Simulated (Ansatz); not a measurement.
Work and stress of cleavage in C

These are results of DFT PBE, scalar-relativistic, plane waves, PAW in Ansatz 0.2.0, not measurements. Settings: plane waves to 420 eV, k-mesh 10×10×3 (Γ-centred), Gaussian smearing 0.05 eV. No spin polarisation. Energies are free energies at this smearing, counted from the undisturbed cell; pressure is positive in compression.

Reference structure (relaxed at this level):

```
C
1.0
    -2.51949    0.00000    0.00000
    -1.25975   -2.18194    0.00000
     1.25975    0.72731   10.36682
C
10
Direct
  0.02483 0.02483 0.47503
  0.97517 0.97517 0.32607
  0.10868 0.10868 0.72660
  0.89132 0.89132 0.07450
  0.15837 0.15837 0.87565
  0.84163 0.84163 0.92545
  0.37486 0.37486 0.52513
  0.62514 0.62514 0.27597
  0.42532 0.42532 0.67651
  0.57468 0.57468 0.12459
```

The cut lies on the cell's a–b face, a (0 0 1) plane (indices in the standard cell, whose axes needn't be the Cartesian ones shown) of area 5.50 Å², between layers 1.55 Å apart. Vector c is lengthened by d along the normal with the atoms' Cartesian places fixed: one unrelaxed cut a cell. The traction is positive where the two halves pull on each other.

| d (Å) | energy (J/m²) | traction (GPa) |
| --- | --- | --- |
| -0.30 | 5.55 | -487.4 |
| -0.15 | 1.02 | -156.3 |
| 0.00 | 0.00 | 0.0 |
| 0.25 | 1.41 | 90.8 |
| 0.50 | 3.91 | 102.8 |
| 0.75 | 6.37 | 92.0 |
| 1.00 | 8.47 | 76.2 |
| 1.50 | 11.50 | 46.0 |
| 2.00 | 13.23 | 24.3 |
| 3.00 | 14.45 | 4.1 |
| 6.00 | 14.63 | 0.0 |

Q: What are the work of separation and the cleavage stress, and do they fit the universal binding curve?

A: The energy levels off near W ≈ 14.63 J/m² (the traction is down to 0.0 GPa), the energy of the two unrelaxed faces, 7.31 J/m² each on average. The largest sampled traction is 102.8 GPa at d = 0.50 Å, and a parabola through it and its two neighbours peaks at σ_max ≈ 102.8 GPa, d ≈ 0.51 Å. The curve E = W[1 − (1 + d/ℓ)exp(−d/ℓ)] peaks in traction at d = ℓ with σ_max = W/(eℓ); with 1 J/m² per Å = 10 GPa this W and σ_max give ℓ = 0.52 Å. A parabola through that curve at the same three d peaks at 0.56 Å, against 0.51 Å here, a fair fit. The opened faces are metallic here, and spin polarisation, left out, could lower W. Real crystals break at far lower stress, because cracks concentrate it, and on the plane of lowest W, which needn't be this one.

The cut is rigid; relaxing the faces lowers these energies and usually the stresses.

The gap closes along the scan, which can put kinks into the curve.

Cost: 11 runs of about 2.9 core-minutes in all, on Arm Neoverse V1 (shared hosts).